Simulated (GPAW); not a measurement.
The system is ZrS.

```
Zr S
1.0
     0.00000    2.62500    2.62500
     2.62500    0.00000    2.62500
     2.62500    2.62500    0.00000
Zr S
1 1
Direct
  0.00000 0.00000 0.00000
  0.50000 0.50000 0.50000
```

Base run:

```yaml
Program: GPAW 26.7.0
Functional: PBEsol
Potentials_or_basis: PAW data sets generated in the run's folder for this functional
Cutoff: 600 eV
Basis: pw
k_mesh: 9 × 9 × 9
Occupations: fermi-dirac, width 0.05 eV
Spin: no spin polarisation
```

Its results: pressure -7.0 GPa.

Problem. After a change of settings the same cell gave: pressure 4.5 GPa. Which change was it?
A. functional from PBEsol to BLYP
B. k mesh from 9 × 9 × 9 to 7 × 7 × 7; spin from no spin polarisation to spin-orbit coupling, no magnetisation
C. functional from PBEsol to r2SCAN; potentials or basis from PAW data sets generated in the run's folder for this functional to GPAW PAW data sets (gpaw-data 1.2.1)
D. functional from PBEsol to LDA; potentials or basis from PAW data sets generated in the run's folder for this functional to the program's PAW data sets (release 1.2.1) made for this functional

Solution. A.

BLYP binds less tightly than PBEsol, so the same cell stands under more pressure.

Not every run made on this cell is shown here.
